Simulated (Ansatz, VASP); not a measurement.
**Two plane-wave programs on I**

File INCAR:

```
PREC = Accurate
ENCUT = 520
EDIFF = 1E-7
ISMEAR = -1
SIGMA = 0.05
LREAL = False
LASPH = True
NELM = 60
ALGO = Normal
ISIF = 2
LWAVE = False
LCHARG = False
GGA = PE
NBANDS = 10
```

File KPOINTS:

```
Automatic mesh
0
Gamma
  9 9 9
```

POSCAR

```
I
1.0
   -2.0753523658      2.0753523658      2.0753523658
    2.0753523658     -2.0753523658      2.0753523658
    2.0753523658      2.0753523658     -2.0753523658
I
1
Direct
    0.0000000000      0.0000000000      0.0000000000
```

input.yaml

```yaml
crystal:
  lattice:
    - [-2.0753523658, 2.0753523658, 2.0753523658]
    - [2.0753523658, -2.0753523658, 2.0753523658]
    - [2.0753523658, 2.0753523658, -2.0753523658]
  atoms:
    - { symbol: I, position: [0.0, 0.0, 0.0] }
hamiltonian:
  xc: pbe
  pseudopotentials: { kind: paw }
kpoints:
  mp_grid: { grid: [9, 9, 9] }
scf:
  occupations: { method: fermi_dirac, width: 0.05 }
output:
  forces: true
  stress: true
  eigenvalues: true
```

Change from the starting cell: volume scaled by 0.98.

Alike in both runs: task single point; functional PBE; k mesh 9 × 9 × 9; occupations fermi-dirac, width 0.05 eV; no spin polarisation.

```csv
,VASP,Ansatz
version,VASP 6.6.1,Ansatz 0.2.0
potentials or method,"VASP PAW PBE potentials, release 64 (I)",Ansatz PAW
plane-wave cutoff (eV),520,420
valence electrons in the cell,7,17
```

```tsv
	VASP	Ansatz	Ansatz less VASP
gap on the k mesh at the Fermi level (eV)	none	none	-
pressure (GPa)	0.3	0.3	+0.02
```

A gap of «none» marks a metal or a gap that the smearing closes. The two sets of potentials don't hold the same shells in valence.

Caveats: an odd number of electrons without spin polarisation forces a metal; a magnetic or distorted state may lie lower. Spin-orbit coupling is left out, which matters for the levels of I.
